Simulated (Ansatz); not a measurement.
# Ru under changes of volume

One of the cells (13.575 Å³/atom); the others are scaled copies at fixed shape and fractional positions:

```
Ru
1.0
     2.70580    0.00000    0.00000
    -1.35290    2.34329    0.00000
     0.00000    0.00000    4.28190
Ru
2
Direct
  0.66667 0.33333 0.75000
  0.33333 0.66667 0.25000
```

| Item | Value |
| --- | --- |
| Program | Ansatz 0.2.0 |
| Functional | PBE |
| Potentials or basis | JTH PAW |
| Cutoff | 1800 eV (not typed: the program's choice for these potentials) |
| k mesh | 11 × 11 × 6 |
| Occupations | fermi-dirac, width 0.05 eV |
| Spin | no spin polarisation |

| volume (Å³/atom) | energy over the lowest point (meV/atom) | pressure (GPa) |
| --- | --- | --- |
| 12.760 | 80.85 | 28.1 |
| 13.032 | 40.94 | 19.3 |
| 13.303 | ? | ? |
| 13.575 | 1.96 | 4.4 |
| 13.846 | 0.00 | -1.8 |
| 14.118 | 8.05 | -7.4 |
| 14.389 | 25.01 | -12.4 |

Task: What does the run at 13.303 Å³/atom give?

Result: Energy over the lowest point 15.15 meV/atom; pressure 11.4 GPa.

Worked out: A Birch-Murnaghan fit of order 3 (a polynomial in V^(-2/3)) to the other rows has its minimum at 13.76 Å³/atom with B0 = V·E''(V) = 310 GPa and B' = 4.7 at fixed shape and positions, which overstates the stiffness. It gives 15.21 meV/atom at 13.303 Å³/atom, against the run's 15.15, and -dE/dV = 11.4 GPa, against 11.4.

Energies are extrapolated to zero smearing.
